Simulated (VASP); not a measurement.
CsBr (CsCl type) relaxed at rising pressure, in one space group throughout; other phases were not tried. The pressures are those reached. These are PBE GGA, VASP's PBE PAW potentials (set 64) (plane waves; VASP) values and carry that method's errors.

```csv
P (GPa),V (Å³/atom),k-mesh
0.06,42.200,6×6×6
4.93,33.824,7×7×7
10.00,30.137,7×7×7
19.94,26.242,7×7×7
29.92,23.935,7×7×7
```

A change of mesh leaves a small step in the series.

Fit an equation of state and predict the volume at 45.04 GPa.

Least squares on the third-order Birch-Murnaghan form, P = (3B0/2)(y⁷ − y⁵)[1 + (3/4)(B′ − 4)(y² − 1)] with y = (V0/V)^(1/3), gives V0 = 42.346 Å³/atom, B0 = 13 GPa and B′ = 4.9, and so 21.690 Å³/atom. The run gave 21.654 Å³/atom, -0.2 % from the fit.

Pressures at which the relaxation failed are left out.

The compound is CsBr in the CsCl type structure.
